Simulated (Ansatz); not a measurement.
Crystal: N.

```
N
1.0
     5.56052    0.00000    0.00000
     0.00000    5.56052    0.00000
     0.00000    0.00000    5.56052
N
8
Cartesian
  0.3192 2.4611 3.0994
  2.4611 3.0994 0.3192
  3.0994 0.3192 2.4611
  5.2414 5.2414 5.2414
  5.2414 3.0994 2.4611
  3.0994 2.4611 5.2414
  2.4611 5.2414 3.0994
  0.3192 0.3192 0.3192
```

Base run:

| Quantity | Value |
| --- | --- |
| Program | Ansatz 0.2.0 |
| Functional | PBE |
| Potentials or basis | Ansatz PAW |
| Cutoff | 420 eV |
| Density cutoff | 1680 eV |
| k mesh | 4 × 4 × 4 |
| Occupations | fixed |
| Spin | no spin polarisation |

Its results: band gap on the k mesh 7.28 eV, indirect (least direct gap 7.31 eV).

After a change of settings the same cell gave: band gap on the k mesh 9.58 eV, indirect (least direct gap 9.61 eV). Which change was it?
A. functional from PBE to HSE06; potential files from those of the base run to others of the same set
B. functional from PBE to PBEsol; k mesh from 4 × 4 × 4 to 6 × 6 × 6; potential files from those of the base run to others of the same set
C. functional from PBE to r2SCAN; cutoff from 420 eV to 500 eV; density cutoff from 1680 eV to 2000 eV; k mesh from 4 × 4 × 4 to 6 × 6 × 6; potential files from those of the base run to others of the same set
D. k mesh from 4 × 4 × 4 to 5 × 5 × 5; occupations from fixed to fermi-dirac, width 0.05 eV

A.

HSE06 gives the wider gap, since exact exchange removes part of the self-interaction.

Caveats: forces of over 1 eV/Å show positions far from the minimum, so gaps and moduli don't describe the material at rest (some runs).

Not every run made on this cell is shown here.
